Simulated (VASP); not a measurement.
HfC: single point with PBEsol

The system is HfC.

```xyz
4
Lattice="3.4967 0.0000 0.0000 -1.7484 3.0283 0.0000 0.0000 0.0000 4.9740" Properties=species:S:1:pos:R:3 pbc="T T T"
Hf    1.7484    1.0094    3.9695
Hf    0.0000    2.0188    1.4825
C     0.0000    0.0000   -0.2390
C     0.0000    0.0000    2.2480
```

The cell comes from a database or a generator and needn't be the stable form of this composition.

The cell isn't the ideal one: strained and moved within a subgroup.

```json
{
  "Program": "VASP 6.6.1",
  "Task": "single point",
  "Functional": "PBEsol",
  "Potentials or basis": "VASP PAW PBE potentials, release 64 (Hf_pv, C)",
  "Cutoff": "520 eV",
  "k mesh": "12 × 12 × 8",
  "Occupations": "gaussian, width 0.1 eV",
  "Spin": "no spin polarisation"
}
```

The pressure is -3.3 GPa. The largest force is 2.925 eV/Å. The band gap on the k mesh is none (metal or under the smearing width).

Forces on the atoms (eV/Å):
```
Hf   0.000  0.000 -2.925
Hf   0.000  0.000 -2.925
C    0.000  0.000  2.925
C    0.000  0.000  2.925
```

Stress tensor (GPa, compression positive):
```
-8.98  0.00  0.00
 0.00 -8.98  0.00
 0.00  0.00  8.14
```

Levels at points of the mesh, in eV from the Fermi level:
```csv
k point,band 10,band 11,band 12,band 13,band 14,band 15,band 16,band 17,band 18,band 19
"(0.00, 0.00, 0.00)",-3.88,-3.88,-2.27,-2.27,-0.55,1.43,1.43,2.40,2.40,2.99
"(0.50, 0.00, 0.00)",-4.36,-3.21,-3.10,-1.80,-1.35,2.45,3.56,3.93,3.99,4.36
"(0.00, 0.00, 0.50)",-3.42,-3.42,-3.42,-2.65,-2.65,3.34,3.34,3.34,3.34,3.67
"(0.50, 0.00, 0.50)",-4.39,-2.39,-2.39,-2.37,-2.37,1.55,1.55,3.44,3.44,3.51
```

Run time: 53 s on 1 thread of Intel(R) Xeon(R) 6975P-C (Granite Rapids), with other jobs on the host, peak memory 0.23 GiB.

Caveat: the PAW data sets were made with another functional, which shifts forces and pressure a little. The run has no spin-orbit coupling, so splittings on Hf are missing.
